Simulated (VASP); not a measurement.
# MgS (Niningerite) (Fm-3m) in VASP: settings compared

Aim: see how the results for MgS (Niningerite) move with the level of theory and the settings. Levels: PBE, LDA. Tasks: G0W0 quasiparticle levels, band structure.

Program: VASP 6.6.1. These are calculated values, not measurements. Logs are shortened: lines on timing, memory, paths and dates and some standing lists are left out, and cuts for length are marked.

## (1) The crystal as given

The structure is cubic, space group Fm-3m (No. 225). The conventional cell has a = 5.203 Å, b = 5.203 Å, c = 5.203 Å, α = 90.00°, β = 90.00°, γ = 90.00°. Around S (site symmetry m-3m) lie 6 Mg at 2.60 Å. Around Mg (site symmetry m-3m) lie 6 S at 2.60 Å.

## (2) G0W0 quasiparticle levels, PBE

File POSCAR:

```
MgS
1.0
    0.0000000000      2.6016500000      2.6016500000
    2.6016500000      0.0000000000      2.6016500000
    2.6016500000      2.6016500000      0.0000000000
S Mg
1 1
Direct
    0.5000000000      0.5000000000      0.5000000000
    0.0000000000      0.0000000000      0.0000000000
```

File INCAR.step1:

```
PREC = Accurate
ENCUT = 450
EDIFF = 1E-8
ISMEAR = 0
SIGMA = 0.01
LREAL = F
LASPH = T
NELM = 100
ALGO = Fast
LWAVE = T
LCHARG = F
GGA = PE
```

File INCAR.step2:

```
PREC = Accurate
ENCUT = 450
EDIFF = 1E-8
ISMEAR = 0
SIGMA = 0.01
LREAL = F
LASPH = T
NELM = 1
ALGO = Exact
LWAVE = T
LCHARG = F
GGA = PE
NBANDS = 419
LOPTICS = T
ISTART = 1
```

File INCAR.step3:

```
PREC = Accurate
ENCUT = 450
EDIFF = 1E-8
ISMEAR = 0
SIGMA = 0.01
LREAL = F
LASPH = T
ALGO = EVGW0
LWAVE = F
LCHARG = F
GGA = PE
NELMGW = 1
NBANDS = 419
ENCUTGW = 300
NOMEGA = 50
PRECFOCK = Fast
ISTART = 1
NBANDSGW = 12
```

File KPOINTS:

```
regular mesh
0
Gamma
  4 4 4
```

Potentials or basis: VASP PAW PBE potentials, release 64 (S_GW, Mg_GW).

The run is started by

```
> cat potpaw_PBE.64/S_GW/POTCAR potpaw_PBE.64/Mg_GW/POTCAR > POTCAR
> cp INCAR.step1 INCAR
> mpirun -np 1 vasp_std > vasp.out
> cp INCAR.step2 INCAR
> mpirun -np 1 vasp_std > vasp.out
> cp INCAR.step3 INCAR
> mpirun -np 1 vasp_std > vasp.out
```

OUTCAR:

```text
PREC = Accurate
   ENCUT = 450
   EDIFF = 1E-8
   ISMEAR = 0
   LREAL = F
   LASPH = T
   GGA = PE
   NELMGW = 1
   ENCUTGW = 300
   PRECFOCK = Fast
   ISTART = 1

 ion  position               nearest neighbor table
   1  0.500  0.500  0.500-
   2  0.000  0.000  0.000-

  LATTYP: Found a face centered cubic cell.
 ALAT       =     5.2033000000

  Lattice vectors:

 A1 = (   0.0000000000,   2.6016500000,   2.6016500000)
 A2 = (   2.6016500000,   0.0000000000,   2.6016500000)
 A3 = (   2.6016500000,   2.6016500000,   0.0000000000)

Analysis of symmetry for initial positions (statically):
=====================================================================
 Subroutine PRICEL returns:
 Original cell was already a primitive cell.

 Routine SETGRP: Setting up the symmetry group for a
 face centered cubic supercell.

 Subroutine GETGRP returns: Found 48 space group operations
 (whereof 48 operations were pure point group operations)
 out of a pool of 48 trial point group operations.

The static configuration has the point symmetry O_h .

Analysis of symmetry for dynamics (positions and initial velocities):
=====================================================================
 Subroutine PRICEL returns:
 Original cell was already a primitive cell.

 Routine SETGRP: Setting up the symmetry group for a
 face centered cubic supercell.

 Subroutine GETGRP returns: Found 48 space group operations
 (whereof 48 operations were pure point group operations)
 out of a pool of 48 trial point group operations.

The dynamic configuration has the point symmetry O_h .

 Subroutine INISYM returns: Found 48 space group operations
 (whereof 48 operations are pure point group operations),
 and found     1 'primitive' translations

----------------------------------------------------------------------------------------

                                     Primitive cell

  volume of cell :      35.2190

  direct lattice vectors                    reciprocal lattice vectors
     0.000000000  2.601650000  2.601650000    -0.192185728  0.192185728  0.192185728
     2.601650000  0.000000000  2.601650000     0.192185728 -0.192185728  0.192185728
     2.601650000  2.601650000  0.000000000     0.192185728  0.192185728 -0.192185728

  length of vectors
     3.679288715  3.679288715  3.679288715     0.332875446  0.332875446  0.332875446

  position of ions in fractional coordinates (direct lattice)
     0.500000000  0.500000000  0.500000000
     0.000000000  0.000000000  0.000000000

  ion indices of the primitive-cell ions
   primitive index   ion index
                 1           1
                 2           2

----------------------------------------------------------------------------------------

 KPOINTS: regular mesh

Automatic generation of k-mesh.
 Grid dimensions read from file:
 generate k-points for:    4    4    4

 Generating k-lattice:

  Cartesian coordinates                     Fractional coordinates (reciprocal lattice)
    -0.048046432  0.048046432  0.048046432     0.250000000  0.000000000  0.000000000
     0.048046432 -0.048046432  0.048046432     0.000000000  0.250000000  0.000000000
     0.048046432  0.048046432 -0.048046432     0.000000000  0.000000000  0.250000000

  Length of vectors
     0.083218861  0.083218861  0.083218861

  Shift w.r.t. Gamma in fractional coordinates (k-lattice)
     0.000000000  0.000000000  0.000000000

 Subroutine IBZKPT returns following result:
 ===========================================

 Found      8 irreducible k-points:

 Following reciprocal coordinates:
            Coordinates               Weight
  0.000000  0.000000  0.000000      1.000000
  0.250000  0.000000  0.000000      8.000000
  0.500000  0.000000  0.000000      4.000000
  0.250000  0.250000  0.000000      6.000000
  0.500000  0.250000  0.000000     24.000000
 -0.250000  0.250000  0.000000     12.000000
  0.500000  0.500000  0.000000      3.000000
 -0.250000  0.500000  0.250000      6.000000
   k-points           NKPTS =      8   k-points in BZ     NKDIM =     64   number of bands    NBANDS=    419
   number of dos      NEDOS =    301   number of ions     NIONS =      2
   total plane-waves  NPLWV =  21952
   dimension x,y,z NGX =    28 NGY =   28 NGZ =   28
   dimension x,y,z NGXF=    56 NGYF=   56 NGZF=   56
   ions per type =               1   1
   NGX,Y,Z   is equivalent  to a cutoff of  12.65, 12.65, 12.65 a.u.
   NGXF,Y,Z  is equivalent  to a cutoff of  25.30, 25.30, 25.30 a.u.
 SYSTEM =  unknown system
   PREC   = accura    normal or accurate (medium, high low for compatibility)
   ISTART =      1    job   : 0-new  1-cont  2-samecut
   ICHARG =      0    charge: 1-file 2-atom 10-const
   ISPIN  =      1    spin polarized calculation?
   LNONCOLLINEAR =      F non collinear calculations
   LSORBIT =      F    spin-orbit coupling
   LASPH  =      T    aspherical Exc in radial PAW
   ENCUT  =  450.0 eV  33.07 Ry    5.75 a.u.   6.36  6.36  6.36*2*pi/ulx,y,z
   NELM   =     60;   NELMIN=  2; NELMDL=  0     # of ELM steps
   EDIFF  = 0.1E-07   stopping-criterion for ELM
   LREAL  =      F    real-space projection
   EDIFFG = 0.1E-06   stopping-criterion for IOM
   NSW    =      0    number of steps for IOM
   IBRION =     -1    ionic relax: 0-MD 1-quasi-New 2-CG
   NFREE  =      0    steps in history (QN), initial steepest desc. (CG)
   ISIF   =      0    stress and relaxation
   ISYM   =      3    0-nonsym 1-usesym 2-fastsym
   POTIM  = 0.5000    time-step for ionic-motion
   TEBEG  =    0.0;   TEEND  =   0.0 temperature during run
   PSTRESS=    0.0 pullay stress
   NELECT =       8.0000    total number of electrons
   NUPDOWN=      -1.0000    fix difference up-down
   EMIN   =  10.00;   EMAX   =-10.00  energy-range for DOS
   EFERMI =   0.00;   METHOD = LEGACY
   ISMEAR =     0;   SIGMA  =   0.01  broadening in eV -4-tet -1-fermi 0-gaus
   EFERMI_NEDOS =   21; number of points for ismear=-14 and -15
   IALGO  =     38    algorithm
   IMIX   =      4    mixing-type and parameters
     AMIX     =   0.40;   BMIX     =  1.00
     AMIX_MAG =   1.60;   BMIX_MAG =  1.00
  volume/ion in A,a.u.               =      17.61       118.83
  Fermi-wavevector in a.u.,A,eV,Ry     =   0.998878  1.887606 13.575323  0.997758
  Thomas-Fermi vector in A             =   2.131131
   LORBIT       =      0    0 simple, 1 ext, 2 COOP (PROOUT), +10 PAW based schemes
   GGA     = PE    functional components
   LHFCALC =     T    Hartree Fock is set to
   PRECFOCK=fast      Normal, Fast or Accurate (Low or Medium for compatibility)
   ENCUT4O =  -1.0   cutoff for four orbital integrals eV
   NKREDX  =     1    reduce k-point grid by
   NKREDY  =     1    reduce k-point grid by
   NKREDZ  =     1    reduce k-point grid by
   AEXX    =    1.0000 exact exchange contribution
   HFSCREEN=    0.0000 screening length (either q_TF or 0.3 A-1)
   HFSCREENC=   0.0000 screening length for correlation (either q_TF or 0.3 A-1)
   ENCUTFOCK=  -1.0 apply spherical cutoff to Coloumb kernel
   IVDW    =     0    specifies the selected vdW correction
   LEPSILON=     F    determine dielectric tensor
   LRPA    =     F    only Hartree local field effects (RPA)
   LRPAFORCE           =     F    calculate RPA forces
   ENCUTGW             = 300.0    cutoff for response function in eV
   ENCUTGWSOFT         = 240.0    soft cutoff for Coulomb kernel in GW response function in eV
   ENCUTLF             =  -1.0    cutoff for local field effects
   NELMGW              =     1    number of iterations in solving QP/BSE equation
   NELMHF              =     1    number of iterations in the inner HF iteration
   NKREDLFX            =     1    NKREDLFY  =   1   NKREDLFZ  =   1
 non-spin polarized calculation
 Gauss-broadening in eV      SIGMA  =   0.01
  energy-cutoff  :      450.00
  volume of cell :       35.22
 maximum number of plane-waves:       778
 NGX is ok and might be reduce to    28
  NGX = 14; NGY = 14; NGZ = 14
   NGX = 13   NGY = 13   NGZ = 13
 maximum number of plane-waves:       416

 QP shifts <psi_nk| G(iteration)W_0 |psi_nk>: iteration 1
 for sc-GW calculations column KS-energies equals QP-energies in previous step
 and V_xc(KS)=  KS-energies - (<T + V_ion + V_H > + <T+V_H+V_ion>^1  + <V_x>^1)

 k-point   1 :       0.0000    0.0000    0.0000
  band No.  KS-energies  QP-energies   sigma(KS)   V_xc(KS)     V^pw_x(r,r')   Z            occupation Imag(sigma)

      1      -8.9036      -9.9449     -14.0757     -12.5923     -20.8482       0.7020       2.0000       1.4072
      2       3.7682       2.5912     -14.8298     -13.2987     -16.2918       0.7687       2.0000      -0.0171
      3       3.7682       2.5912     -14.8298     -13.2987     -16.2918       0.7687       2.0000      -0.0171
      4       3.7682       2.5912     -14.8298     -13.2987     -16.2918       0.7687       2.0000      -0.0171
      5       7.4640       7.8652      -9.4999     -10.0060      -5.3346       0.7929       0.0000      -0.1330
      6      11.6695      12.1414      -8.7531      -9.3521      -4.2288       0.7879       0.0000      -0.1335
      7      11.6695      12.1414      -8.7531      -9.3521      -4.2288       0.7879       0.0000      -0.1335
      8      11.6695      12.1414      -8.7531      -9.3521      -4.2288       0.7879       0.0000      -0.1335
      9      14.0189      14.6400      -9.6552     -10.4691      -4.5841       0.7631       0.0000      -0.1810
     10      14.0189      14.6400      -9.6552     -10.4691      -4.5841       0.7631       0.0000      -0.1810
     11      16.3012      16.2423      -7.3322      -7.2542      -1.8101       0.7556       0.0000      -0.3414
     12      16.9230      17.3282      -7.9002      -8.4470      -2.0445       0.7412       0.0000      -0.4234

 k-point   2 :       0.2500    0.0000    0.0000
  band No.  KS-energies  QP-energies   sigma(KS)   V_xc(KS)     V^pw_x(r,r')   Z            occupation Imag(sigma)
[... 97 lines left out ...]
      1      -7.1756      -8.0544     -15.0682     -13.7974     -21.4357       0.6915       2.0000       0.9996
      2       0.5317      -0.7457     -12.9619     -11.2425     -15.3370       0.7429       2.0000       0.0218
      3       0.5317      -0.7457     -12.9619     -11.2425     -15.3370       0.7429       2.0000       0.0218
      4       1.4010       0.2353     -13.0105     -11.4679     -14.9860       0.7557       2.0000       0.0072
      5       8.9881       9.5046      -9.7197     -10.3794      -5.6085       0.7829       0.0000      -0.1200
      6      11.6914      12.0771      -9.5477     -10.0462      -4.8528       0.7738       0.0000      -0.1458
      7      11.6914      12.0771      -9.5477     -10.0462      -4.8528       0.7738       0.0000      -0.1458
      8      11.7873      12.3068      -8.6987      -9.3737      -3.8715       0.7697       0.0000      -0.1588
      9      18.0527      18.4259      -9.3351      -9.8350      -3.0980       0.7465       0.0000      -0.5381
     10      18.0527      18.4259      -9.3351      -9.8350      -3.0980       0.7465       0.0000      -0.5381
     11      19.3430      19.8207     -10.0000     -10.6335      -3.7097       0.7542       0.0000      -0.6124
     12      19.4512      20.0533     -11.2446     -12.0537      -4.7656       0.7441       0.0000      -0.5320
```

Wall time 4.2 min (1 thread of Intel Xeon Platinum 8488C (Sapphire Rapids), shared host); peak memory 0.78 GiB.

Results:

| Quantity | Value |
| --- | --- |
| Band gap on the k mesh, mean-field level | 2.75 eV, indirect (least direct gap 3.70 eV) |
| Quasiparticle gap | 4.42 eV |
| Least direct quasiparticle gap | 5.27 eV |

Levels at points of the mesh, in eV from the valence-band top:
| k point | band 1 | band 2 | band 3 | band 4 | band 5 | band 6 | band 7 | band 8 |
| --- | --- | --- | --- | --- | --- | --- | --- | --- |
| (0.00, 0.00, 0.00) | -12.67 | 0.00 | 0.00 | 0.00 | 3.70 | 7.90 | 7.90 | 7.90 |
| (0.50, 0.00, 0.00) | -11.36 | -4.84 | -0.59 | -0.59 | 4.53 | 6.86 | 6.86 | 10.09 |
| (0.50, 0.50, 0.00) | -10.99 | -4.20 | -1.69 | -1.69 | 2.75 | 4.37 | 11.99 | 12.65 |

Caveat: the k mesh is coarse (spacing up to 0.52 Å⁻¹), so the values aren't converged; bands, screening cutoff and mesh are small and nothing is extrapolated, so the quasiparticle values aren't converged.

## (3) Band structure, PBE

File INCAR:

```
SYSTEM = MgS
PREC = Accurate
ENCUT = 520
EDIFF = 1E-6
ISMEAR = 0
SIGMA = 0.02
LREAL = .False.
LASPH = .True.
NELM = 100
ALGO = Fast
ISIF = 2
LWAVE = .False.
LCHARG = .False.
GGA = PE
NBANDS = 11
```

File KPOINTS:

```
Automatic mesh
0
Gamma
  8 8 8
  0 0 0
```

POSCAR is that of step 2.

File KPOINTS_OPT:

```
path GXWKGLUWLK,UX
10
line-mode
reciprocal
 0.0000000000  0.0000000000  0.0000000000  G
 0.5000000000  0.0000000000  0.5000000000  X

 0.5000000000  0.0000000000  0.5000000000  X
 0.5000000000  0.2500000000  0.7500000000  W

 0.5000000000  0.2500000000  0.7500000000  W
 0.3750000000  0.3750000000  0.7500000000  K

 0.3750000000  0.3750000000  0.7500000000  K
 0.0000000000  0.0000000000  0.0000000000  G

 0.0000000000  0.0000000000  0.0000000000  G
 0.5000000000  0.5000000000  0.5000000000  L

 0.5000000000  0.5000000000  0.5000000000  L
 0.6250000000  0.2500000000  0.6250000000  U

 0.6250000000  0.2500000000  0.6250000000  U
 0.5000000000  0.2500000000  0.7500000000  W

 0.5000000000  0.2500000000  0.7500000000  W
 0.5000000000  0.5000000000  0.5000000000  L

 0.5000000000  0.5000000000  0.5000000000  L
 0.3750000000  0.3750000000  0.7500000000  K

 0.6250000000  0.2500000000  0.6250000000  U
 0.5000000000  0.0000000000  0.5000000000  X
```

Potentials or basis: VASP PAW PBE potentials, release 64 (S, Mg).

The run is started by

```
> cat potpaw_PBE.64/S/POTCAR potpaw_PBE.64/Mg/POTCAR > POTCAR
> mpirun -np 1 vasp_std > vasp.out
```

Run time: 17 s. Hardware: 1 thread of Intel Xeon Platinum 8559C (Emerald Rapids), shared host; peak memory 0.16 GiB.

It converged, with:

| Property | Result |
| --- | --- |
| Free energy | -8.5019 eV |
| Pressure | 0.9 GPa |
| Band gap on the k mesh | 2.78 eV, indirect (least direct gap 3.71 eV) |
| Band gap along the path | 2.78 eV, indirect (least direct gap 3.71 eV) |

Levels at the corners of the path, in eV from the valence-band top:
```
point  band 1  band 2  band 3  band 4  band 5  band 6  band 7  band 8
    Γ  -12.67    0.00    0.00    0.00    3.71    7.95    7.95    7.95
    X  -10.99   -4.19   -1.68   -1.68    2.78    4.40   12.00   12.82
    X  -10.99   -4.19   -1.68   -1.68    2.78    4.40   12.00   12.82
    W  -10.95   -3.23   -3.23   -2.36    5.25    7.96    7.96    8.07
    W  -10.95   -3.23   -3.23   -2.36    5.25    7.96    7.96    8.07
    K  -10.99   -3.69   -3.18   -1.36    3.91    6.70    9.70   10.09
    K  -10.99   -3.69   -3.18   -1.36    3.91    6.70    9.70   10.09
    Γ  -12.67    0.00    0.00    0.00    3.71    7.95    7.95    7.95
    Γ  -12.67    0.00    0.00    0.00    3.71    7.95    7.95    7.95
    L  -11.36   -4.83   -0.59   -0.59    4.55    6.91    6.91   10.11
    L  -11.36   -4.83   -0.59   -0.59    4.55    6.91    6.91   10.11
    U  -10.99   -3.69   -3.18   -1.36    3.91    6.70    9.70   10.09
    U  -10.99   -3.69   -3.18   -1.36    3.91    6.70    9.70   10.09
    W  -10.95   -3.23   -3.23   -2.36    5.25    7.96    7.96    8.07
    W  -10.95   -3.23   -3.23   -2.36    5.25    7.96    7.96    8.07
    L  -11.36   -4.83   -0.59   -0.59    4.55    6.91    6.91   10.11
    L  -11.36   -4.83   -0.59   -0.59    4.55    6.91    6.91   10.11
    K  -10.99   -3.69   -3.18   -1.36    3.91    6.70    9.70   10.09
    U  -10.99   -3.69   -3.18   -1.36    3.91    6.70    9.70   10.09
    X  -10.99   -4.19   -1.68   -1.68    2.78    4.40   12.00   12.82
```

(Continued in part 2 of 2.)
